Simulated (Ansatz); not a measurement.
**GaN: one candidate of a structure search, part 1 of 2**

Where does this trial cell of GaN go when cell and atoms are let free?

Program: Ansatz 0.2.0. Level of theory: DFT PBE+D3(BJ), scalar-relativistic, plane waves, PAW. These are calculated values, not measurements.

**1. The structure to begin with**

It takes space group P4/nmm (No. 129, tetragonal). The conventional cell has a = 3.908 Å, b = 3.908 Å, c = 4.105 Å, α = 90.00°, β = 90.00°, γ = 90.00°. Ga (site symmetry -4m2) is surrounded by 4 N at 2.06 Å. Around N (site symmetry 4mm) lie 4 Ga at 2.06 Å.

As a file:

```cif
data_structure
_symmetry_space_group_name_H-M 'P 1'
_symmetry_Int_Tables_number 1
_cell_length_a 3.9077
_cell_length_b 3.9077
_cell_length_c 4.1053
_cell_angle_alpha 90.000
_cell_angle_beta 90.000
_cell_angle_gamma 90.000
_cell_volume 62.69
loop_
_atom_site_label
_atom_site_type_symbol
_atom_site_fract_x
_atom_site_fract_y
_atom_site_fract_z
_atom_site_occupancy
Ga1 Ga 0.50000 0.50000 0.00000 1
Ga2 Ga 0.00000 0.00000 0.00000 1
N1 N 0.50000 0.00000 0.83981 1
N2 N 0.00000 0.50000 0.16019 1
```

The cell is invented: sheets of the FeO type stacked in turn (P4/nmm, No. 129). Lengths come from tabulated atomic sizes and are only a guess.

**2. Probe: one point on a coarse mesh**

Contents of input.yaml:

```yaml
crystal:
  lattice:
    - [3.90774899, 0.0, 0.0]
    - [0.0, 3.90774899, 0.0]
    - [0.0, 0.0, 4.10527121]
  atoms:
    - { symbol: Ga, position: [0.5, 0.5, 0.0] }
    - { symbol: Ga, position: [0.0, 0.0, 0.0] }
    - { symbol: "N", position: [0.5, 0.0, 0.83980703] }
    - { symbol: "N", position: [0.0, 0.5, 0.16019297] }
basis:
  ecutwfc: 420
kpoints:
  mp_grid: { grid: [4, 4, 4] }
hamiltonian:
  xc: pbe
  dispersion: d3bj
scf:
  occupations: { method: gaussian, width: 0.1 }
  lower_state_search: "off"
output:
  forces: true
  stress: true
  eigenvalues: true
```

Command:

```sh
> ansatz run input.yaml --threads 1 --pin off --max-ram 2048MiB --backend cpu --events-out ev --progress --plain --runs-dir out
```

The log of the run, cut to the lines that bear on the results:

```text
Warning: RAYON_NUM_THREADS=1 ignored (pool sized by the plan → 1); use --threads N
[...]
Pseudopotentials: kind: paw
Pseudopotential: Ga, paw, valence charge 13, recommended cutoff 420 eV (normal), Ga.paw.azcp
Pseudopotential: N, paw, valence charge 5, recommended cutoff 420 eV (normal), N.paw.azcp
Functional definition: PBE
[...]
Crystal: 4 atoms, lattice volume = 62.690 Å³
Basis set: ecut = 420 eV, 1245 PW (Γ), exchange–correlation on 54×54×60 points (8 copies of the dense FFT grid, shifted against one another)
Bands: 22, of which v1, the nominal top of the filled ones, is band 18 counted from 1 (17 counted from 0)
Symmetry: 16 space group operations
Space group: P4/nmm (ITA 129), of the structure as read, at distance tolerance 4.0e-5 Å
[...]
SCF converged after 7 iterations
Free energy (F): -8333.376303 eV
[...]
E sigma→0 (E₀):  -8333.376245 eV
Entropy (-TS):   -0.000115 eV (-0.029 meV/atom)
Fermi energy:    5.862049 eV
[...]
--- Forces (eV/Å), atoms counted from 1 ---
  atom   1  Ga    -0.00000000     0.00000000    -0.00000000
  atom   2  Ga     0.00000000     0.00000000     0.00000000
  atom   3  N     -0.00000000     0.00000000     0.54327586
  atom   4  N      0.00000000     0.00000000    -0.54327586
[...]
--- Stress (GPa, compression-positive) ---
      -15.957639       0.000000      -0.000000
        0.000000     -15.957639       0.000000
       -0.000000       0.000000      -4.720724
  P = ⅓ Tr σ = -12.2120 GPa (-122.120 kbar)
--- Band table (eV; the first three rows and the last of 18) ---
[... band rows left out ...]
[...]
```

It took 1.4 s on 1 thread of Arm Neoverse V2, shared host; peak memory 0.3 GiB.

Read-out: pressure -12.2 GPa, largest force 0.54 eV/Å, gap on this mesh 0.37 eV. A guess like this is first relaxed loosely on the coarse mesh.

**3. A loose first relaxation**

Edit input.yaml of step 2 so:

```diff
@@ -24 +24,6 @@
   eigenvalues: true
+relax:
+  adjacent_minimum: "off"
+  f_tol: 0.04
+  max_steps: 70
+  cell: { stress_tol: 0.4 }
```

Command:

```sh
> ansatz run input.yaml --threads 1 --pin off --max-ram 2048MiB --backend cpu --events-out ev --progress --plain --runs-dir out
```

The log of the run:

```text
Warning: RAYON_NUM_THREADS=1 ignored (pool sized by the plan → 1); use --threads N
Engine: ansatz 0.2.0, aarch64-unknown-linux-gnu
Pseudopotentials: kind: paw
Pseudopotential: Ga, paw, valence charge 13, recommended cutoff 420 eV (normal), Ga.paw.azcp
Pseudopotential: N, paw, valence charge 5, recommended cutoff 420 eV (normal), N.paw.azcp
Functional definition: PBE
  parameter kappa = 0.804
  parameter beta = 0.06672455060314922
  exchange = pbe_x(kappa = kappa, mu = beta*pi^2/3)
  correlation = pbe_c(beta = beta)
Crystal: 4 atoms, lattice volume = 62.690 Å³
Basis set: ecut = 420 eV, 1245 PW (Γ), exchange–correlation on 54×54×60 points (8 copies of the dense FFT grid, shifted against one another)
Bands: 22, of which v1, the nominal top of the filled ones, is band 18 counted from 1 (17 counted from 0)
Symmetry: 16 space group operations
Space group: P4/nmm (ITA 129), of the structure as read, at distance tolerance 4.0e-5 Å
k-points: 18 of 64
Non-local potential: Ga, projectors of the file, l = 0: 2, l = 1: 2, l = 2: 3, l = 3: 1
Non-local potential: N, projectors of the file, l = 0: 2, l = 1: 2, l = 2: 1
PAW form: soft (Blöchl's): semilocal exchange-correlation on the pseudo side does not see the compensation charge
PAW one-centre angular grid: Ga, 590 points (default); XC on 64 Gauss nodes
PAW one-centre angular grid: N, 110 points (default); XC on 64 Gauss nodes
Initial density: superposition of atomic densities (neutral atoms: chi_scale 0, normalization atom), corrected by the library's trained network
Initial wavefunctions: pseudopotential atomic-orbital guess
Functional: x = pbe(κ = 0.804, μ = 0.2195149727645171), c = pbe(β = 0.06672455060314922)
SCF iter   1: F=—  HF=-8333.379586 eV  |F-HF|=—  |Δ(HF+E_count)|=         —  Δρ=6.37e-3  dr2=1.65e-2  ethr=1.77e-3  ⟨swp⟩=5.2  Hψ=1581  notcnv=0
preconditioner: auto → Resta (q_TF=auto, 2.487 Å⁻¹)  ε∞=4.5  [insulator: Δε(μ)=0.460 eV  Ē_g=15.038 eV  σ=0.100 eV  W_gap=1.00  n_scr=18 (ndim 8)  ℏωp=28.1 eV  f_vac=0.157  D(μ)=0.00/eV (n_scr^D=0)  ε∞_Penn≈4.5]
SCF iter   2: F=—  HF=-8333.376589 eV  |F-HF|=—  |Δ(HF+E_count)|=   3.00e-3  Δρ=3.12e-3  dr2=3.32e-3  ethr=4.58e-5  ⟨swp⟩=2.4  Hψ=701  notcnv=0
SCF iter   3: F=—  HF=-8333.376300 eV  |F-HF|=—  |Δ(HF+E_count)|=   2.89e-4  Δρ=1.05e-3  dr2=8.70e-4  ethr=9.23e-6  ⟨swp⟩=2.5  Hψ=723  notcnv=0
SCF iter   4: F=—  HF=-8333.376262 eV  |F-HF|=—  |Δ(HF+E_count)|=   3.80e-5  Δρ=3.06e-4  dr2=6.37e-5  ethr=2.42e-6  ⟨swp⟩=3.0  Hψ=747  notcnv=0
SCF iter   5: F=—  HF=-8333.376297 eV  |F-HF|=—  |Δ(HF+E_count)|=   3.59e-5  Δρ=1.57e-4  dr2=1.27e-5  ethr=1.77e-7  ⟨swp⟩=2.0  Hψ=714  notcnv=0
SCF iter   6: F=—  HF=-8333.376301 eV  |F-HF|=—  |Δ(HF+E_count)|=   3.81e-6  Δρ=3.39e-5  dr2=6.17e-7  ethr=3.53e-8  ⟨swp⟩=2.0  Hψ=716  notcnv=0
SCF iter   7: F=-8333.376303 eV  HF=-8333.376303 eV  |F-HF|=5.11e-8  |Δ(HF+E_count)|=   1.21e-6  Δρ=6.32e-6  dr2=2.47e-8  ethr=2.78e-10  ⟨swp⟩=5.4  Hψ=1703  notcnv=0
SCF 1 converged in 7 iterations: F = -8333.376303 eV  dr2 = 2.47e-8
relax step   1: F+E_penalty+E_count = -8333.37630256 eV  Δ(F+E_penalty+E_count) = +0.000e0 eV  max|allowed force component| = 5.433e-1 eV/Å  Δτ_max = 0.0000 Å  P = -12.212 GPa  Ω = 62.690 Å³  (7 SCF iters, dr2 threshold 1.00e-7 eV, accepted)
Crystal: 4 atoms, lattice volume = 56.483 Å³
Basis set: ecut = 420 eV, 1093 PW (Γ), exchange–correlation on 54×54×60 points (8 copies of the dense FFT grid, shifted against one another)
Initial density: handed on by an earlier stage of this run
Initial wavefunctions: those handed on with the density
iter 1 solved again at ethr=2.10e-4 eV; its pass at ethr=3.10e-3 eV (dr2=7.56e-2 eV) is discarded
SCF iter   1: F=—  HF=-8333.685471 eV  |F-HF|=—  |Δ(HF+E_count)|=         —  Δρ=1.19e-2  dr2=7.61e-2  ethr=2.10e-4  ⟨swp⟩=1.0  Hψ=2161  notcnv=0
preconditioner: auto → Resta (q_TF=auto, 2.531 Å⁻¹)  ε∞=4.6  [insulator: Δε(μ)=0.864 eV  Ē_g=15.612 eV  σ=0.100 eV  W_gap=1.00  n_scr=18 (ndim 8)  ℏωp=29.6 eV  f_vac=0.013  D(μ)=0.00/eV (n_scr^D=0)  ε∞_Penn≈4.6]
SCF iter   2: F=—  HF=-8333.669148 eV  |F-HF|=—  |Δ(HF+E_count)|=   1.63e-2  Δρ=4.86e-3  dr2=7.21e-3  ethr=2.10e-4  ⟨swp⟩=2.0  Hψ=558  notcnv=0
SCF iter   3: F=—  HF=-8333.669234 eV  |F-HF|=—  |Δ(HF+E_count)|=   8.68e-5  Δρ=2.13e-3  dr2=2.11e-3  ethr=2.00e-5  ⟨swp⟩=1.0  Hψ=396  notcnv=0
SCF iter   4: F=—  HF=-8333.669693 eV  |F-HF|=—  |Δ(HF+E_count)|=   4.58e-4  Δρ=3.93e-4  dr2=1.02e-4  ethr=5.86e-6  ⟨swp⟩=2.9  Hψ=720  notcnv=0
SCF iter   5: F=—  HF=-8333.669723 eV  |F-HF|=—  |Δ(HF+E_count)|=   3.00e-5  Δρ=3.05e-4  dr2=3.13e-5  ethr=2.83e-7  ⟨swp⟩=2.0  Hψ=718  notcnv=0
SCF iter   6: F=—  HF=-8333.669739 eV  |F-HF|=—  |Δ(HF+E_count)|=   1.61e-5  Δρ=8.10e-5  dr2=3.21e-6  ethr=8.68e-8  ⟨swp⟩=2.0  Hψ=710  notcnv=0
SCF iter   7: F=-8333.669743 eV  HF=-8333.669743 eV  |F-HF|=1.25e-7  |Δ(HF+E_count)|=   3.60e-6  Δρ=1.37e-5  dr2=1.43e-7  ethr=1.11e-9  ⟨swp⟩=3.4  Hψ=1863  notcnv=0
SCF 2 converged in 7 iterations: F = -8333.669743 eV  dr2 = 1.43e-7
relax step   2: F+E_penalty+E_count = -8333.66974264 eV  Δ(F+E_penalty+E_count) = -2.934e-1 eV  max|allowed force component| = 2.212e-1 eV/Å  Δτ_max = 0.0588 Å  P = -6.230 GPa  Ω = 56.483 Å³  energy of the carried Pulay correction = +1.534e-2 eV  (7 SCF iters, dr2 threshold 4.00e-7 eV, accepted)
Crystal: 4 atoms, lattice volume = 51.527 Å³
Basis set: ecut = 420 eV, 1021 PW (Γ), exchange–correlation on 54×54×60 points (8 copies of the dense FFT grid, shifted against one another)
iter 1 solved again at ethr=1.49e-4 eV; its pass at ethr=3.10e-3 eV (dr2=5.38e-2 eV) is discarded
SCF iter   1: F=—  HF=-8333.780333 eV  |F-HF|=—  |Δ(HF+E_count)|=         —  Δρ=1.06e-2  dr2=5.40e-2  ethr=1.49e-4  ⟨swp⟩=1.7  Hψ=2637  notcnv=0
preconditioner: auto → Resta (q_TF=auto, 2.570 Å⁻¹)  ε∞=4.8  [insulator: Δε(μ)=1.007 eV  Ē_g=15.994 eV  σ=0.100 eV  W_gap=1.00  n_scr=18 (ndim 8)  ℏωp=31.0 eV  f_vac=0.000  D(μ)=0.00/eV (n_scr^D=0)  ε∞_Penn≈4.8]
SCF iter   2: F=—  HF=-8333.768742 eV  |F-HF|=—  |Δ(HF+E_count)|=   1.16e-2  Δρ=4.23e-3  dr2=5.08e-3  ethr=1.49e-4  ⟨swp⟩=2.1  Hψ=577  notcnv=0
SCF iter   3: F=—  HF=-8333.768986 eV  |F-HF|=—  |Δ(HF+E_count)|=   2.44e-4  Δρ=1.91e-3  dr2=1.35e-3  ethr=1.41e-5  ⟨swp⟩=2.2  Hψ=626  notcnv=0
SCF iter   4: F=—  HF=-8333.769406 eV  |F-HF|=—  |Δ(HF+E_count)|=   4.20e-4  Δρ=5.49e-4  dr2=1.05e-4  ethr=3.76e-6  ⟨swp⟩=2.1  Hψ=688  notcnv=0
SCF iter   5: F=—  HF=-8333.769393 eV  |F-HF|=—  |Δ(HF+E_count)|=   1.27e-5  Δρ=2.00e-4  dr2=1.70e-5  ethr=2.92e-7  ⟨swp⟩=2.0  Hψ=720  notcnv=0
SCF iter   6: F=—  HF=-8333.769405 eV  |F-HF|=—  |Δ(HF+E_count)|=   1.20e-5  Δρ=6.46e-5  dr2=2.31e-6  ethr=4.73e-8  ⟨swp⟩=2.0  Hψ=688  notcnv=0
SCF iter   7: F=-8333.769407 eV  HF=-8333.769407 eV  |F-HF|=6.33e-8  |Δ(HF+E_count)|=   2.32e-6  Δρ=1.09e-5  dr2=7.29e-8  ethr=1.11e-9  ⟨swp⟩=7.0  Hψ=2104  notcnv=0
SCF 3 converged in 7 iterations: F = -8333.769407 eV  dr2 = 7.29e-8
relax step   3: F+E_penalty+E_count = -8333.76940738 eV  Δ(F+E_penalty+E_count) = -9.966e-2 eV  max|allowed force component| = 1.324e-1 eV/Å  Δτ_max = 0.0492 Å  P = +0.402 GPa  Ω = 51.527 Å³  energy of the carried Pulay correction = +2.879e-2 eV  (7 SCF iters, dr2 threshold 4.00e-7 eV, accepted)
[... 11 lines left out ...]
relax step   4: F+E_penalty+E_count = -8333.79070631 eV  Δ(F+E_penalty+E_count) = -2.130e-2 eV  max|allowed force component| = 1.357e-1 eV/Å  Δτ_max = 0.0547 Å  P = +1.340 GPa  Ω = 48.609 Å³  energy of the carried Pulay correction = +3.728e-2 eV  (6 SCF iters, dr2 threshold 4.00e-7 eV, accepted)
[... 10 lines left out ...]
relax step   5: F+E_penalty+E_count = -8333.79142902 eV  Δ(F+E_penalty+E_count) = -7.227e-4 eV  max|allowed force component| = 4.051e-2 eV/Å  Δτ_max = 0.0028 Å  P = -0.029 GPa  Ω = 49.521 Å³  energy of the carried Pulay correction = +3.458e-2 eV  (6 SCF iters, dr2 threshold 4.00e-7 eV, accepted)
[... 10 lines left out ...]
relax step   6: F+E_penalty+E_count = -8333.79286964 eV  Δ(F+E_penalty+E_count) = -1.441e-3 eV  max|allowed force component| = 2.480e-3 eV/Å  Δτ_max = 0.0144 Å  P = +0.005 GPa  Ω = 49.219 Å³  energy of the carried Pulay correction = +3.547e-2 eV  (6 SCF iters, dr2 threshold 1.03e-7 eV, accepted)
[... 11 lines left out ...]
relax step   7: F+E_penalty+E_count = -8333.77987441 eV  Δ(F+E_penalty+E_count) = +1.300e-2 eV  max|allowed force component| = 2.409e-3 eV/Å  Δτ_max = 0.0000 Å  P = -0.404 GPa  Ω = 49.219 Å³  stress off target by 4.67e-1 GPa  SCF on the basis re-selected at this cell (its energy is not comparable with the rows above)  (6 SCF iters)
[... 10 lines left out ...]
relax step   8: F+E_penalty+E_count = -8333.78229123 eV  Δ(F+E_penalty+E_count) = -2.417e-3 eV  max|allowed force component| = 2.730e-3 eV/Å  Δτ_max = 0.0133 Å  P = +0.064 GPa  Ω = 48.636 Å³  energy of the carried Pulay correction = +1.699e-3 eV  (5 SCF iters, dr2 threshold 4.00e-7 eV, accepted)
iter 1 solved again at ethr=5.90e-8 eV; its pass at ethr=3.10e-3 eV (dr2=2.12e-5 eV) is discarded
SCF iter   1: F=—  HF=-8333.780357 eV  |F-HF|=—  |Δ(HF+E_count)|=         —  Δρ=8.57e-5  dr2=8.76e-7  ethr=5.90e-8  ⟨swp⟩=3.2  Hψ=2751  notcnv=0
preconditioner: auto → Resta (q_TF=auto, 2.595 Å⁻¹)  ε∞=5.0  [insulator: Δε(μ)=0.577 eV  Ē_g=16.047 eV  σ=0.100 eV  W_gap=1.00  n_scr=18 (ndim 8)  ℏωp=31.9 eV  f_vac=0.000  D(μ)=0.00/eV (n_scr^D=0)  ε∞_Penn≈5.0]
SCF iter   2: F=—  HF=-8333.780348 eV  |F-HF|=—  |Δ(HF+E_count)|=   9.40e-6  Δρ=4.92e-5  dr2=3.80e-7  ethr=2.43e-9  ⟨swp⟩=2.0  Hψ=717  notcnv=0
SCF iter   3: F=—  HF=-8333.780348 eV  |F-HF|=—  |Δ(HF+E_count)|=   3.86e-7  Δρ=2.17e-5  dr2=6.92e-8  ethr=1.06e-9  ⟨swp⟩=2.7  Hψ=726  notcnv=0
SCF iter   4: F=—  HF=-8333.780348 eV  |F-HF|=—  |Δ(HF+E_count)|=   1.18e-7  Δρ=3.02e-6  dr2=3.14e-9  ethr=1.92e-10  ⟨swp⟩=2.0  Hψ=720  notcnv=0
SCF iter   5: F=-8333.780348 eV  HF=-8333.780348 eV  |F-HF|=1.00e-9  |Δ(HF+E_count)|=  5.77e-10  Δρ=1.43e-6  dr2=9.56e-10  ethr=7.11e-12  ⟨swp⟩=4.1  Hψ=1447  notcnv=0
SCF 9 converged in 5 iterations: F = -8333.780348 eV  dr2 = 9.56e-10
relax step   9: F+E_penalty+E_count = -8333.78034841 eV  Δ(F+E_penalty+E_count) = +1.943e-3 eV  max|allowed force component| = 2.427e-3 eV/Å  Δτ_max = 0.0000 Å  P = +0.034 GPa  Ω = 48.636 Å³  stress off target by 5.54e-2 GPa  SCF on the basis re-selected at this cell (its energy is not comparable with the rows above)  (5 SCF iters)
basis re-selected at this cell: Δ(F+E_penalty+E_count) = +1.943e-3 eV, ΔP = -0.029 GPa vs the last step (what re-selecting the basis moved, of the pressure what is left beyond the Pulay correction that the steps carried, after the strain that the cell walked since its last selection, with what the two solves' SCF thresholds leave and, on support functions, any second-order correction that the steps lacked; it is no measure of the basis error at this ecutwfc). This SCF's stress stands 5.54e-2 GPa from its target on what of the cell is left free (relax.cell.stress_tol is 4.00e-1 GPa) and its largest allowed force component is 2.43e-3 eV/Å (relax.f_tol is 4.00e-2 eV/Å): within both
SCF converged after 5 iterations
Free energy (F): -8333.780348 eV
Harris-Foulkes:  -8333.780348 eV  (|F-HF|=1.00e-9)
Internal energy: -8333.780348 eV  (E = F + TS)
E sigma→0 (E₀):  -8333.780348 eV
Entropy (-TS):   -0.000001 eV (-0.000 meV/atom)
Fermi energy:    9.318393 eV
--- Per-component energies (eV) ---
  E_band       = -54.878583
  E_kinetic    = 491.166325
  E_local      = -4227.279099  (includes V_loc(G=0)·N_el)
  E_nonlocal   = 951.687797
  E_hartree    = 1937.873892
  E_xc         = -255.853477
  E_vxc        = -266.039475  (∫ρ·V_xc dr)
  E_paw        = -4243.585526  (= ΣΔE_a)
  E_vpaw       = -880.161277  (= ΣTr[D̂ρ^β])
  E_aug_tail   = 0.000023  (compensation charges beyond the density's cutoff)
  E_ewald      = -2986.836491
  E_disp       = -0.953792  (pairwise vdW)
  E_smearing   = -0.000001  (= −TS)
  E_closure    = 0.000000  (closes the sum)
  Σ components = -8333.780348   (vs F -8333.780348, Δ=0.00e0)
--- Forces (eV/Å), atoms counted from 1 ---
  atom   1  Ga    -0.00000000    -0.00000000     0.00000000
  atom   2  Ga     0.00000000     0.00000000    -0.00000000
  atom   3  N     -0.00000000     0.00000000    -0.00242672
  atom   4  N      0.00000000    -0.00000000     0.00242672
  max |Σ_I F_I| component: 4.34e-19 eV/Å
--- Stress (GPa, compression-positive) ---
        0.023833       0.000000      -0.000000
        0.000000       0.023833       0.000000
       -0.000000       0.000000       0.055424
  P = ⅓ Tr σ = 0.0344 GPa (0.344 kbar)
--- Band table (eV; the first three rows and the last of 18) ---
  k-point 0: bands = ["-7.5513", "-6.8589", "-5.5667", "-5.3793", "-5.3793", "-5.1305", "-5.1305", "-5.1167", "-5.0585", "-4.9335", "-4.7113", "-1.6913", "3.8963", "3.8963", "7.2455", "7.9597", "7.9597", "8.8946", "9.5955", "10.1655", "13.4522", "19.1526"]
  k-point 1: bands = ["-7.3897", "-6.8597", "-5.5646", "-5.3991", "-5.3991", "-5.1370", "-5.1370", "-5.0877", "-4.9332", "-4.8827", "-4.7112", "-1.9642", "4.1699", "4.1699", "6.2220", "7.3057", "7.8080", "7.8080", "10.1832", "12.1093", "14.6530", "16.5090"]
  k-point 2: bands = ["-7.2080", "-6.8782", "-5.5626", "-5.4186", "-5.4186", "-5.1436", "-5.1436", "-5.0586", "-4.9329", "-4.7110", "-4.6269", "-2.3465", "4.4907", "4.4907", "5.7109", "6.2924", "7.5980", "7.5980", "11.2143", "13.5417", "14.1936", "14.8556"]
  k-point 17: bands = ["-6.1430", "-6.1430", "-5.5567", "-5.5567", "-5.2757", "-5.2757", "-5.0776", "-5.0776", "-4.9730", "-4.9730", "-3.7647", "-3.7647", "2.2625", "2.2625", "6.0275", "6.0275", "6.2436", "6.2436", "15.5119", "15.5119", "16.9171", "16.9171"]
--- Relaxed structure (7 steps of the walk, 7 accepted, 2 SCFs on fresh bases) ---
  F+E_penalty+E_count = -8333.78034841 eV   max|allowed force component| = 2.427e-3 eV/Å   (the final SCF, on the basis selected at the relaxed cell)
  cell:  # Å, volume = 48.6361 Å³
    - [3.7204035877180313, 1.8945326211854541e-34, 2.877506514289061e-33]
    - [1.8945326211854541e-34, 3.7204035877180313, -6.630864174149089e-34]
    - [3.868829114804228e-33, -6.966029768343611e-34, 3.5138129399730875]
  atoms:
    - { symbol: Ga, position: [0.49999999999999994, 0.49999999999999994, 4.691358611572064e-34] }
    - { symbol: Ga, position: [-3.5346492797372247e-34, 8.624856436026263e-35, -1.0320988945458536e-33] }
    - { symbol: N, position: [0.49999999999999994, -6.160611740018757e-35, 0.794103076320681] }
    - { symbol: N, position: [2.5951334015890417e-34, 0.49999999999999994, 0.205896923679319] }
```

Wall time 14 s (1 thread of Arm Neoverse V2, shared host); peak memory 0.32 GiB.

Step by step:

```csv
step,E - E(step 1) (eV/cell),largest force component (eV/Å),pressure (GPa),volume (Å³)
1,0.0000,0.5433,-12.21,62.69
2,-0.2934,0.2212,-6.23,56.48
3,-0.3931,0.1324,0.40,51.53
4,-0.4144,0.1357,1.34,48.61
5,-0.4151,0.0405,-0.03,49.52
6,-0.4166,0.0025,0.01,49.22
7,-0.4036,0.0024,-0.40,49.22
8,-0.4060,0.0027,0.06,48.64
9,-0.4040,0.0024,0.03,48.64
```

Step 1 is the start. Steps 7, 9 each repeat the geometry before them on a plane-wave basis chosen anew, so the energy can jump there without any move.

|  | before | after | change |
| --- | --- | --- | --- |
| a (Å) | 3.908 | 3.720 | -4.8 % |
| b (Å) | 3.908 | 3.720 | -4.8 % |
| c (Å) | 4.105 | 3.514 | -14.4 % |
| volume (Å³/atom) | 15.67 | 12.16 | -22.4 % |
| shortest distance (Å) | 2.062 | 1.996 | -3.2 % |
| space group (0.01 Å) | P4/nmm | P4/nmm | same |

The run keeps the 16 symmetry operations of the start, so it could not have lowered the symmetry.

**4. Coarse relaxation, continued**

The end of the coarse run is made exact in the group found at a tolerance of 0.06 Å and reduced to its primitive cell.

Contents of input.yaml:

```yaml
crystal:
  lattice:
    - [3.7204035877, 0.0, 0.0]
    - [0.0, 3.7204035877, 0.0]
    - [0.0, 0.0, 3.51381294]
  atoms:
    - { symbol: Ga, position: [0.5, 0.5, 0.0] }
    - { symbol: Ga, position: [0.0, 0.0, 0.0] }
    - { symbol: "N", position: [0.5, 0.0, 0.7941030763] }
    - { symbol: "N", position: [0.0, 0.5, 0.2058969237] }
basis:
  ecutwfc: 420
kpoints:
  mp_grid: { grid: [6, 6, 6] }
hamiltonian:
  xc: pbe
  dispersion: d3bj
scf:
  occupations: { method: gaussian, width: 0.1 }
  lower_state_search: "off"
output:
  forces: true
  stress: true
  eigenvalues: true
relax:
  adjacent_minimum: "off"
  f_tol: 0.04
  max_steps: 70
  cell: { stress_tol: 0.4 }
```

Command:

```sh
> ansatz run input.yaml --threads 1 --pin off --max-ram 2048MiB --backend cpu --events-out ev --progress --plain --runs-dir out
```

The log of the run, cut to the lines that bear on the results:

```text
[...]
relax step   2: F+E_penalty+E_count = -8333.78166375 eV  Δ(F+E_penalty+E_count) = -2.048e-9 eV  max|allowed force component| = 2.072e-2 eV/Å  Δτ_max = 0.0000 Å  P = +0.053 GPa  Ω = 48.636 Å³  stress off target by 1.29e-1 GPa  SCF on the basis re-selected at this cell (its energy is not [...]
SCF converged after 3 iterations
Free energy (F): -8333.781664 eV
[...]
E sigma→0 (E₀):  -8333.781663 eV
[...]
  F+E_penalty+E_count = -8333.78166375 eV   max|allowed force component| = 2.072e-2 eV/Å   (the final SCF, on the basis selected at the relaxed cell)
  cell:  # Å, volume = 48.6361 Å³
    - [3.7204035877, 0.0, 0.0]
    - [0.0, 3.7204035877, 0.0]
    - [0.0, 0.0, 3.51381294]
  atoms:
    - { symbol: Ga, position: [0.5, 0.5, 0.0] }
    - { symbol: Ga, position: [0.0, 0.0, 0.0] }
    - { symbol: N, position: [0.5, 0.0, 0.7941030762999999] }
    - { symbol: N, position: [0.0, 0.5, 0.2058969237] }
```

Run time: 4.3 s. Hardware: 1 thread of Arm Neoverse V2, shared host; peak memory 0.33 GiB.

(Continued in part 2 of 2.)
